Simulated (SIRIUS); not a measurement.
# HgTe (Coloradoite) (F-43m) in SIRIUS: a series of runs, part 3 of 4

SIRIUS 7.12.0. The steps go on from the part before.

### 5 Equation of state, AM05, 33.22 Å³/atom

Input file sirius.json:

```json
{
  "control": {
    "processing_unit": "cpu",
    "std_evp_solver_name": "lapack",
    "gen_evp_solver_name": "lapack",
    "verbosity": 2,
    "print_forces": false,
    "ortho_rf": true,
    "use_second_variation": true,
    "rmt_max": 3.0,
    "num_bands_to_print": 24,
    "save_wf": true
  },
  "parameters": {
    "electronic_structure_method": "full_potential_lapwlo",
    "xc_functionals": ["XC_GGA_X_AM05", "XC_GGA_C_AM05"],
    "core_relativity": "dirac",
    "valence_relativity": "iora",
    "num_fv_states": 36,
    "smearing": "fermi_dirac",
    "smearing_width": 0.0018374661,
    "pw_cutoff": 20,
    "gk_cutoff": 3.49,
    "lmax_apw": 11,
    "lmax_rho": 8,
    "lmax_pot": 8,
    "num_mag_dims": 0,
    "auto_rmt": 0,
    "ngridk": [7, 7, 7],
    "shiftk": [0, 0, 0],
    "num_dft_iter": 80,
    "energy_tol": 1e-07,
    "density_tol": 1e-05,
    "use_symmetry": true
  },
  "settings": {"tol_ne": 1e-10},
  "iterative_solver": {"type": "exact"},
  "mixer": {"type": "anderson", "beta": 0.5, "max_history": 8},
  "unit_cell": {
    "lattice_vectors": [[0.0, 6.0745246276, 6.0745246276], [6.0745246276, 0.0, 6.0745246276], [6.0745246276, 6.0745246276, 0.0]],
    "atom_types": ["Hg", "Te"],
    "atom_files": {"Hg": "Hg.json", "Te": "Te.json"},
    "atoms": {"Hg": [[0.0, 0.0, 0.0]], "Te": [[0.75, 0.75, 0.75]]}
  }
}
```

Input file Hg.json:

```json
{
  "name": "mercury",
  "symbol": "Hg",
  "number": 80,
  "mass": 200.59,
  "rmin": 1e-06,
  "rmt": 2.58,
  "nrmt": 800,
  "rinf": 12.86,
  "core": "1s2s2p3s3p3d4s4p4d",
  "valence": [
    {"basis": [{"enu": -0.04, "dme": 0, "n": 0, "auto": 0}, {"enu": -0.04, "dme": 1, "n": 0, "auto": 0}]},
    {"l": 0, "n": 1, "basis": [{"enu": 0.06, "dme": 0, "n": 0, "auto": 0}]},
    {"l": 1, "n": 2, "basis": [{"enu": 0.06, "dme": 0, "n": 0, "auto": 0}]},
    {"l": 2, "n": 3, "basis": [{"enu": 0.0545, "dme": 0, "n": 0, "auto": 0}]},
    {"l": 3, "n": 4, "basis": [{"enu": 0.06, "dme": 0, "n": 0, "auto": 0}]},
    {"l": 4, "n": 5, "basis": [{"enu": 0.06, "dme": 0, "n": 0, "auto": 0}]}
  ],
  "lo": [
    {"l": 0, "basis": [{"enu": 0.06, "dme": 0, "n": 0, "auto": 0}, {"enu": 0.06, "dme": 1, "n": 0, "auto": 0}]},
    {
      "l": 0,
      "basis": [{"enu": -4.0142, "dme": 0, "n": 5, "auto": 1}, {"enu": -4.0142, "dme": 1, "n": 5, "auto": 1}]
    },
    {
      "l": 0,
      "basis": [{"enu": -4.0142, "dme": 1, "n": 5, "auto": 1}, {"enu": 0.06, "dme": 0, "n": 0, "auto": 0}]
    },
    {"l": 0, "basis": [{"enu": 0.06, "dme": 0, "n": 0, "auto": 0}, {"enu": 2.4637, "dme": 0, "n": 0, "auto": 0}]},
    {"l": 1, "basis": [{"enu": 0.06, "dme": 0, "n": 0, "auto": 0}, {"enu": 0.06, "dme": 1, "n": 0, "auto": 0}]},
    {
      "l": 1,
      "basis": [{"enu": -2.1255, "dme": 0, "n": 5, "auto": 1}, {"enu": -2.1255, "dme": 1, "n": 5, "auto": 1}]
    },
    {
      "l": 1,
      "basis": [{"enu": -2.1255, "dme": 1, "n": 5, "auto": 1}, {"enu": 0.06, "dme": 0, "n": 0, "auto": 0}]
    },
    {"l": 1, "basis": [{"enu": 0.06, "dme": 0, "n": 0, "auto": 0}, {"enu": 2.8243, "dme": 0, "n": 0, "auto": 0}]},
    {
      "l": 2,
      "basis": [{"enu": 0.0545, "dme": 0, "n": 0, "auto": 0}, {"enu": 0.0545, "dme": 1, "n": 0, "auto": 0}]
    },
    {
      "l": 2,
      "basis": [{"enu": 0.0545, "dme": 1, "n": 0, "auto": 0}, {"enu": 0.0545, "dme": 2, "n": 0, "auto": 0}]
    },
    {
      "l": 2,
      "basis": [{"enu": 0.0545, "dme": 0, "n": 0, "auto": 0}, {"enu": 2.3981, "dme": 0, "n": 0, "auto": 0}]
    },
    {"l": 3, "basis": [{"enu": 0.06, "dme": 0, "n": 0, "auto": 0}, {"enu": 0.06, "dme": 1, "n": 0, "auto": 0}]},
    {
      "l": 3,
      "basis": [{"enu": -3.2337, "dme": 0, "n": 4, "auto": 1}, {"enu": -3.2337, "dme": 1, "n": 4, "auto": 1}]
    },
    {
      "l": 3,
      "basis": [{"enu": -3.2337, "dme": 1, "n": 4, "auto": 1}, {"enu": 0.06, "dme": 0, "n": 0, "auto": 0}]
    },
    {"l": 3, "basis": [{"enu": 0.06, "dme": 0, "n": 0, "auto": 0}, {"enu": 3.5454, "dme": 0, "n": 0, "auto": 0}]},
    {"l": 4, "basis": [{"enu": 0.06, "dme": 0, "n": 0, "auto": 0}, {"enu": 0.06, "dme": 1, "n": 0, "auto": 0}]},
    {"l": 4, "basis": [{"enu": 0.06, "dme": 0, "n": 0, "auto": 0}, {"enu": 2.9444, "dme": 0, "n": 0, "auto": 0}]}
  ],
  "free_atom": [... radial grid and density of the free atom, the start of the SCF ...]
}
```

Input file Te.json:

```json
{
  "name": "tellurium",
  "symbol": "Te",
  "number": 52,
  "mass": 127.6,
  "rmin": 1e-06,
  "rmt": 2.48,
  "nrmt": 800,
  "rinf": 14.28,
  "core": "1s2s2p3s3p3d",
  "valence": [
    {"basis": [{"enu": -0.04, "dme": 0, "n": 0, "auto": 0}, {"enu": -0.04, "dme": 1, "n": 0, "auto": 0}]},
    {"l": 0, "n": 1, "basis": [{"enu": -0.0591, "dme": 0, "n": 0, "auto": 0}]},
    {"l": 1, "n": 2, "basis": [{"enu": 0.06, "dme": 0, "n": 0, "auto": 0}]},
    {"l": 2, "n": 3, "basis": [{"enu": 0.06, "dme": 0, "n": 0, "auto": 0}]},
    {"l": 3, "n": 4, "basis": [{"enu": 0.06, "dme": 0, "n": 0, "auto": 0}]}
  ],
  "lo": [
    {
      "l": 0,
      "basis": [{"enu": -0.0591, "dme": 0, "n": 0, "auto": 0}, {"enu": -0.0591, "dme": 1, "n": 0, "auto": 0}]
    },
    {
      "l": 0,
      "basis": [{"enu": -5.7239, "dme": 0, "n": 4, "auto": 1}, {"enu": -5.7239, "dme": 1, "n": 4, "auto": 1}]
    },
    {
      "l": 0,
      "basis": [{"enu": -5.7239, "dme": 1, "n": 4, "auto": 1}, {"enu": -0.0591, "dme": 0, "n": 0, "auto": 0}]
    },
    {
      "l": 0,
      "basis": [{"enu": -0.0591, "dme": 0, "n": 0, "auto": 0}, {"enu": 2.5423, "dme": 0, "n": 0, "auto": 0}]
    },
    {"l": 1, "basis": [{"enu": 0.06, "dme": 0, "n": 0, "auto": 0}, {"enu": 0.06, "dme": 1, "n": 0, "auto": 0}]},
    {
      "l": 1,
      "basis": [{"enu": -3.906, "dme": 0, "n": 4, "auto": 1}, {"enu": -3.906, "dme": 1, "n": 4, "auto": 1}]
    },
    {"l": 1, "basis": [{"enu": -3.906, "dme": 1, "n": 4, "auto": 1}, {"enu": 0.06, "dme": 0, "n": 0, "auto": 0}]},
    {"l": 1, "basis": [{"enu": 0.06, "dme": 0, "n": 0, "auto": 0}, {"enu": 3.0517, "dme": 0, "n": 0, "auto": 0}]},
    {"l": 2, "basis": [{"enu": 0.06, "dme": 0, "n": 0, "auto": 0}, {"enu": 0.06, "dme": 1, "n": 0, "auto": 0}]},
    {
      "l": 2,
      "basis": [{"enu": -1.2502, "dme": 0, "n": 4, "auto": 1}, {"enu": -1.2502, "dme": 1, "n": 4, "auto": 1}]
    },
    {
      "l": 2,
      "basis": [{"enu": -1.2502, "dme": 1, "n": 4, "auto": 1}, {"enu": 0.06, "dme": 0, "n": 0, "auto": 0}]
    },
    {"l": 2, "basis": [{"enu": 0.06, "dme": 0, "n": 0, "auto": 0}, {"enu": 3.4419, "dme": 0, "n": 0, "auto": 0}]},
    {"l": 3, "basis": [{"enu": 0.06, "dme": 0, "n": 0, "auto": 0}, {"enu": 0.06, "dme": 1, "n": 0, "auto": 0}]},
    {"l": 3, "basis": [{"enu": 0.06, "dme": 0, "n": 0, "auto": 0}, {"enu": 2.8891, "dme": 0, "n": 0, "auto": 0}]}
  ],
  "free_atom": [... radial grid and density of the free atom, the start of the SCF ...]
}
```

Input file sirius_start.json:

```json
{
  "control": {
    "processing_unit": "cpu",
    "std_evp_solver_name": "lapack",
    "gen_evp_solver_name": "lapack",
    "verbosity": 1,
    "print_forces": false,
    "ortho_rf": true,
    "use_second_variation": true,
    "rmt_max": 3.0,
    "num_bands_to_print": 24,
    "save_wf": false
  },
  "parameters": {
    "electronic_structure_method": "full_potential_lapwlo",
    "xc_functionals": ["XC_LDA_X", "XC_LDA_C_PW"],
    "core_relativity": "dirac",
    "valence_relativity": "iora",
    "num_fv_states": 36,
    "smearing": "fermi_dirac",
    "smearing_width": 0.0055123983,
    "pw_cutoff": 20,
    "gk_cutoff": 2.79,
    "lmax_apw": 11,
    "lmax_rho": 8,
    "lmax_pot": 8,
    "num_mag_dims": 0,
    "auto_rmt": 0,
    "ngridk": [3, 3, 3],
    "shiftk": [0, 0, 0],
    "num_dft_iter": 30,
    "energy_tol": 0.01,
    "density_tol": 0.05,
    "use_symmetry": true
  },
  "settings": {"tol_ne": 1e-10},
  "iterative_solver": {"type": "exact"},
  "mixer": {"type": "anderson", "beta": 0.5, "max_history": 8},
  "unit_cell": {
    "lattice_vectors": [[0.0, 6.0745246276, 6.0745246276], [6.0745246276, 0.0, 6.0745246276], [6.0745246276, 6.0745246276, 0.0]],
    "atom_types": ["Hg", "Te"],
    "atom_files": {"Hg": "Hg.json", "Te": "Te.json"},
    "atoms": {"Hg": [[0.0, 0.0, 0.0]], "Te": [[0.75, 0.75, 0.75]]}
  }
}
```

Command:

```bash
> OMP_NUM_THREADS=1 sirius.scf --input=sirius_start.json --output=start.json
> OMP_NUM_THREADS=1 sirius.scf --input=sirius.json --output=output.json --task=1
```

Wall time 88 s (1 thread of Arm Neoverse V2, shared host); peak memory 0.56 GiB.

The run converged. Its results:

- Free energy: -719548.5706 eV
- Band gap on the k mesh: none (metal or under the smearing width)
- All electrons inside the program's atomic spheres: Hg 78.49; Te 49.64 (radii Hg 2.58, Te 2.48 bohr)

### 6 Equation of state, AM05, 33.88 Å³/atom (volume scaled by 1.02)

sirius.json, as its differences from that of step 5:

```diff
@@ -39,3 +39,3 @@
   "unit_cell": {
-    "lattice_vectors": [[0.0, 6.0745246276, 6.0745246276], [6.0745246276, 0.0, 6.0745246276], [6.0745246276, 6.0745246276, 0.0]],
+    "lattice_vectors": [[0.0, 6.11475444, 6.11475444], [6.11475444, 0.0, 6.11475444], [6.11475444, 6.11475444, 0.0]],
     "atom_types": ["Hg", "Te"],
```

Input file Hg.json:

```json
{
  "name": "mercury",
  "symbol": "Hg",
  "number": 80,
  "mass": 200.59,
  "rmin": 1e-06,
  "rmt": 2.58,
  "nrmt": 800,
  "rinf": 12.86,
  "core": "1s2s2p3s3p3d4s4p4d",
  "valence": [
    {"basis": [{"enu": -0.05, "dme": 0, "n": 0, "auto": 0}, {"enu": -0.05, "dme": 1, "n": 0, "auto": 0}]},
    {"l": 0, "n": 1, "basis": [{"enu": 0.05, "dme": 0, "n": 0, "auto": 0}]},
    {"l": 1, "n": 2, "basis": [{"enu": 0.05, "dme": 0, "n": 0, "auto": 0}]},
    {"l": 2, "n": 3, "basis": [{"enu": 0.0445, "dme": 0, "n": 0, "auto": 0}]},
    {"l": 3, "n": 4, "basis": [{"enu": 0.05, "dme": 0, "n": 0, "auto": 0}]},
    {"l": 4, "n": 5, "basis": [{"enu": 0.05, "dme": 0, "n": 0, "auto": 0}]}
  ],
  "lo": [
    {"l": 0, "basis": [{"enu": 0.05, "dme": 0, "n": 0, "auto": 0}, {"enu": 0.05, "dme": 1, "n": 0, "auto": 0}]},
    {
      "l": 0,
      "basis": [{"enu": -4.0242, "dme": 0, "n": 5, "auto": 1}, {"enu": -4.0242, "dme": 1, "n": 5, "auto": 1}]
    },
    {
      "l": 0,
      "basis": [{"enu": -4.0242, "dme": 1, "n": 5, "auto": 1}, {"enu": 0.05, "dme": 0, "n": 0, "auto": 0}]
    },
    {"l": 0, "basis": [{"enu": 0.05, "dme": 0, "n": 0, "auto": 0}, {"enu": 2.4537, "dme": 0, "n": 0, "auto": 0}]},
    {"l": 1, "basis": [{"enu": 0.05, "dme": 0, "n": 0, "auto": 0}, {"enu": 0.05, "dme": 1, "n": 0, "auto": 0}]},
    {
      "l": 1,
      "basis": [{"enu": -2.1355, "dme": 0, "n": 5, "auto": 1}, {"enu": -2.1355, "dme": 1, "n": 5, "auto": 1}]
    },
    {
      "l": 1,
      "basis": [{"enu": -2.1355, "dme": 1, "n": 5, "auto": 1}, {"enu": 0.05, "dme": 0, "n": 0, "auto": 0}]
    },
    {"l": 1, "basis": [{"enu": 0.05, "dme": 0, "n": 0, "auto": 0}, {"enu": 2.8143, "dme": 0, "n": 0, "auto": 0}]},
    {
      "l": 2,
      "basis": [{"enu": 0.0445, "dme": 0, "n": 0, "auto": 0}, {"enu": 0.0445, "dme": 1, "n": 0, "auto": 0}]
    },
    {
      "l": 2,
      "basis": [{"enu": 0.0445, "dme": 1, "n": 0, "auto": 0}, {"enu": 0.0445, "dme": 2, "n": 0, "auto": 0}]
    },
    {
      "l": 2,
      "basis": [{"enu": 0.0445, "dme": 0, "n": 0, "auto": 0}, {"enu": 2.3881, "dme": 0, "n": 0, "auto": 0}]
    },
    {"l": 3, "basis": [{"enu": 0.05, "dme": 0, "n": 0, "auto": 0}, {"enu": 0.05, "dme": 1, "n": 0, "auto": 0}]},
    {
      "l": 3,
      "basis": [{"enu": -3.2437, "dme": 0, "n": 4, "auto": 1}, {"enu": -3.2437, "dme": 1, "n": 4, "auto": 1}]
    },
    {
      "l": 3,
      "basis": [{"enu": -3.2437, "dme": 1, "n": 4, "auto": 1}, {"enu": 0.05, "dme": 0, "n": 0, "auto": 0}]
    },
    {"l": 3, "basis": [{"enu": 0.05, "dme": 0, "n": 0, "auto": 0}, {"enu": 3.5354, "dme": 0, "n": 0, "auto": 0}]},
    {"l": 4, "basis": [{"enu": 0.05, "dme": 0, "n": 0, "auto": 0}, {"enu": 0.05, "dme": 1, "n": 0, "auto": 0}]},
    {"l": 4, "basis": [{"enu": 0.05, "dme": 0, "n": 0, "auto": 0}, {"enu": 2.9344, "dme": 0, "n": 0, "auto": 0}]}
  ],
  "free_atom": [... radial grid and density of the free atom, the start of the SCF ...]
}
```

Input file Te.json:

```json
{
  "name": "tellurium",
  "symbol": "Te",
  "number": 52,
  "mass": 127.6,
  "rmin": 1e-06,
  "rmt": 2.48,
  "nrmt": 800,
  "rinf": 14.28,
  "core": "1s2s2p3s3p3d",
  "valence": [
    {"basis": [{"enu": -0.05, "dme": 0, "n": 0, "auto": 0}, {"enu": -0.05, "dme": 1, "n": 0, "auto": 0}]},
    {"l": 0, "n": 1, "basis": [{"enu": -0.0691, "dme": 0, "n": 0, "auto": 0}]},
    {"l": 1, "n": 2, "basis": [{"enu": 0.05, "dme": 0, "n": 0, "auto": 0}]},
    {"l": 2, "n": 3, "basis": [{"enu": 0.05, "dme": 0, "n": 0, "auto": 0}]},
    {"l": 3, "n": 4, "basis": [{"enu": 0.05, "dme": 0, "n": 0, "auto": 0}]}
  ],
  "lo": [
    {
      "l": 0,
      "basis": [{"enu": -0.0691, "dme": 0, "n": 0, "auto": 0}, {"enu": -0.0691, "dme": 1, "n": 0, "auto": 0}]
    },
    {
      "l": 0,
      "basis": [{"enu": -5.7339, "dme": 0, "n": 4, "auto": 1}, {"enu": -5.7339, "dme": 1, "n": 4, "auto": 1}]
    },
    {
      "l": 0,
      "basis": [{"enu": -5.7339, "dme": 1, "n": 4, "auto": 1}, {"enu": -0.0691, "dme": 0, "n": 0, "auto": 0}]
    },
    {
      "l": 0,
      "basis": [{"enu": -0.0691, "dme": 0, "n": 0, "auto": 0}, {"enu": 2.5323, "dme": 0, "n": 0, "auto": 0}]
    },
    {"l": 1, "basis": [{"enu": 0.05, "dme": 0, "n": 0, "auto": 0}, {"enu": 0.05, "dme": 1, "n": 0, "auto": 0}]},
    {
      "l": 1,
      "basis": [{"enu": -3.916, "dme": 0, "n": 4, "auto": 1}, {"enu": -3.916, "dme": 1, "n": 4, "auto": 1}]
    },
    {"l": 1, "basis": [{"enu": -3.916, "dme": 1, "n": 4, "auto": 1}, {"enu": 0.05, "dme": 0, "n": 0, "auto": 0}]},
    {"l": 1, "basis": [{"enu": 0.05, "dme": 0, "n": 0, "auto": 0}, {"enu": 3.0417, "dme": 0, "n": 0, "auto": 0}]},
    {"l": 2, "basis": [{"enu": 0.05, "dme": 0, "n": 0, "auto": 0}, {"enu": 0.05, "dme": 1, "n": 0, "auto": 0}]},
    {
      "l": 2,
      "basis": [{"enu": -1.2602, "dme": 0, "n": 4, "auto": 1}, {"enu": -1.2602, "dme": 1, "n": 4, "auto": 1}]
    },
    {
      "l": 2,
      "basis": [{"enu": -1.2602, "dme": 1, "n": 4, "auto": 1}, {"enu": 0.05, "dme": 0, "n": 0, "auto": 0}]
    },
    {"l": 2, "basis": [{"enu": 0.05, "dme": 0, "n": 0, "auto": 0}, {"enu": 3.4319, "dme": 0, "n": 0, "auto": 0}]},
    {"l": 3, "basis": [{"enu": 0.05, "dme": 0, "n": 0, "auto": 0}, {"enu": 0.05, "dme": 1, "n": 0, "auto": 0}]},
    {"l": 3, "basis": [{"enu": 0.05, "dme": 0, "n": 0, "auto": 0}, {"enu": 2.8791, "dme": 0, "n": 0, "auto": 0}]}
  ],
  "free_atom": [... radial grid and density of the free atom, the start of the SCF ...]
}
```

sirius_start.json, as its differences from that of step 5:

```diff
@@ -39,3 +39,3 @@
   "unit_cell": {
-    "lattice_vectors": [[0.0, 6.0745246276, 6.0745246276], [6.0745246276, 0.0, 6.0745246276], [6.0745246276, 6.0745246276, 0.0]],
+    "lattice_vectors": [[0.0, 6.11475444, 6.11475444], [6.11475444, 0.0, 6.11475444], [6.11475444, 6.11475444, 0.0]],
     "atom_types": ["Hg", "Te"],
```

Potentials or basis: all-electron FP-LAPW, apw+lo standard.

Command:

```bash
> OMP_NUM_THREADS=1 sirius.scf --input=sirius_start.json --output=start.json
> OMP_NUM_THREADS=1 sirius.scf --input=sirius.json --output=output.json --task=1
```

Wall time 89 s (1 thread of Arm Neoverse V2, shared host); peak memory 0.56 GiB.

It converged, with:

| Item | Value |
| --- | --- |
| Free energy | -719548.5858 eV |
| Band gap on the k mesh | none (metal or under the smearing width) |
| All electrons inside the program's atomic spheres | Hg 78.47; Te 49.62 (radii Hg 2.58, Te 2.48 bohr) |

[end of part 3 of 4]
